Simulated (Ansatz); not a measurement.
The system is ZrN.

```
Zr N
1.0
     0.00000    2.30000    2.30000
     2.30000    0.00000    2.30000
     2.30000    2.30000    0.00000
Zr N
1 1
Direct
  0.50000 0.50000 0.50000
  0.00000 0.00000 0.00000
```

```yaml
Program: Ansatz 0.2.0
Task: relaxation of cell and atoms
Functional: HSE06
Potentials_or_basis: Ansatz PAW
Cutoff: "420 eV (not typed: the program's choice for these potentials)"
k_mesh: 5 × 5 × 5
Occupations: fermi-dirac, width 0.05 eV
Spin: no spin polarisation
```

At the start: volume 12.17 Å³/atom.

Question: Where does the relaxation end?

Answer: It ends after 7 steps and the volume is 11.86 Å³/atom (-2.5 %); space group Fm-3m (No. 225, to 0.05 Å).

The path:
| step | energy change (eV) | largest force (eV/Å) | volume (Å³) |
| --- | --- | --- | --- |
| 1 | 0.0000 | 0.0000 | 24.33 |
| 2 | -0.0074 | 0.0000 | 23.30 |
| 3 | -0.0136 | 0.0000 | 23.75 |
| 4 | -0.0137 | 0.0000 | 23.73 |
| 5 | -0.0127 | 0.0000 | 23.73 |
| 6 | -0.0127 | 0.0000 | 23.73 |
| 7 | -0.0127 | 0.0000 | 23.73 |

Final structure:
```
Zr N
1.0
     0.00000    2.28073    2.28073
     2.28073    0.00000    2.28073
     2.28073    2.28073    0.00000
Zr N
1 1
Direct
  0.50000 0.50000 0.50000
  0.00000 0.00000 0.00000
```

Caveat: the k mesh is coarse (spacing up to 0.47 Å⁻¹), so the values aren't converged, least of all with exact exchange; the plane-wave basis is chosen anew once the cell has moved, so the energies of steps on either side of that aren't comparable; the pressure holds a Pulay correction of +0.3 GPa for the finite cutoff; the PAW data sets come from PBE, with cores solved anew for the run's functional, which leaves a small shift of forces and pressure.
